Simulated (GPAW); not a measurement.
The system is Ti3Pt.

```
Pt Ti
1.0
     5.03000    0.00000    0.00000
     0.00000    5.03000    0.00000
     0.00000    0.00000    5.03000
Pt Ti
2 6
Direct
  0.50000 0.50000 0.50000
  0.00000 0.00000 0.00000
  0.00000 0.50000 0.25000
  0.00000 0.50000 0.75000
  0.50000 0.25000 0.00000
  0.75000 0.00000 0.50000
  0.50000 0.75000 0.00000
  0.25000 0.00000 0.50000
```

| Quantity | Value |
| --- | --- |
| Program | GPAW 26.7.0 |
| Task | relaxation of cell and atoms |
| Functional | PBEsol |
| Potentials or basis | PAW data sets generated in the run's folder for this functional |
| Cutoff | 600 eV |
| Basis | pw |
| k mesh | 5 × 5 × 5 |
| Occupations | fermi-dirac, width 0.05 eV |
| Spin | no spin polarisation |

At the start: pressure -4.7 GPa; volume 15.91 Å³/atom.

Problem. How do energy, volume and symmetry change on relaxing?

Solution. Over 3 steps the energy falls by 4.7 meV/atom and the volume is 15.45 Å³/atom (-2.9 %); space group Pm-3n (No. 223, to 0.05 Å).

Step by step:
```tsv
step	energy change (eV)	largest force (eV/Å)	pressure (GPa)	volume (Å³)
1	0.0000	0.0000	-4.67	127.26
2	-0.0074	0.0000	-4.28	126.95
3	-0.0377	0.0001	0.15	123.57
```

Final structure:
```
CELL_PARAMETERS angstrom
4.98084 0.00000 0.00000
0.00000 4.98084 0.00000
0.00000 0.00000 4.98084
ATOMIC_POSITIONS crystal
Pt 0.50000 0.50000 0.50000
Pt 0.00000 0.00000 0.00000
Ti 0.00000 0.50000 0.25000
Ti 0.00000 0.50000 0.75000
Ti 0.50000 0.25000 0.00000
Ti 0.75000 0.00000 0.50000
Ti 0.50000 0.75000 0.00000
Ti 0.25000 0.00000 0.50000
```

Caveat: later steps reuse the first step's grids.
